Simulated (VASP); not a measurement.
Set up this calculation in VASP 6.6.1, as the native input.

```
Task                   : single point
Functional             : PBEsol
Potentials or basis    : VASP PAW PBE potentials, release 64 (Sb)
Cutoff                 : 520 eV
k mesh                 : 6 × 6 × 4
Occupations            : gaussian, width 0.1 eV
Spin                   : no spin polarisation
Dipole correction      : no
Further INCAR settings : ALGO = Fast; EDIFF = 1e-07; NBANDS = 14
```

The structure of Sb lies in POSCAR:

```
Sb
1.0
    4.5328894119      0.0000000000      0.0000000000
   -2.2664447060      3.9255973833      0.0000000000
    0.0000000000      0.0000000000      5.1427147757
Sb
3
Direct
    0.2254000000      0.0000000000      0.3333333333
    0.0000000000      0.2254000000      0.6666666667
    0.7746000000      0.7746000000      0.0000000000
```

The cell was built by a generator and needn't be a form met in nature.

The input as run:

INCAR

```
PREC = Accurate
ENCUT = 520
EDIFF = 1E-7
ISMEAR = 0
SIGMA = 0.1
LREAL = False
LASPH = True
NELM = 100
ALGO = Fast
ISIF = 2
LWAVE = False
LCHARG = False
GGA = PS
NBANDS = 14
```

KPOINTS

```
Automatic mesh
0
Gamma
  6 6 4
```

Potentials or basis: VASP PAW PBE potentials, release 64 (Sb).

The run is started by

```bash
$ cat potpaw_PBE.64/Sb/POTCAR > POTCAR
$ mpirun -np 1 vasp_std > vasp.out
```

It gave:

```
Pressure               : 16.8 GPa
Largest force          : 5.500 eV/Å
Band gap on the k mesh : none (metal or under the smearing width)
```

Caveat: so large a pressure means that the cell lies far from this level's equilibrium, or that cutoff or potentials fall short; the potentials were made for another functional, which shifts forces and pressure.

Run time: 42 s on 1 thread of Intel(R) Xeon(R) Platinum 8488C (Sapphire Rapids), on a shared host, peak memory 0.21 GiB.
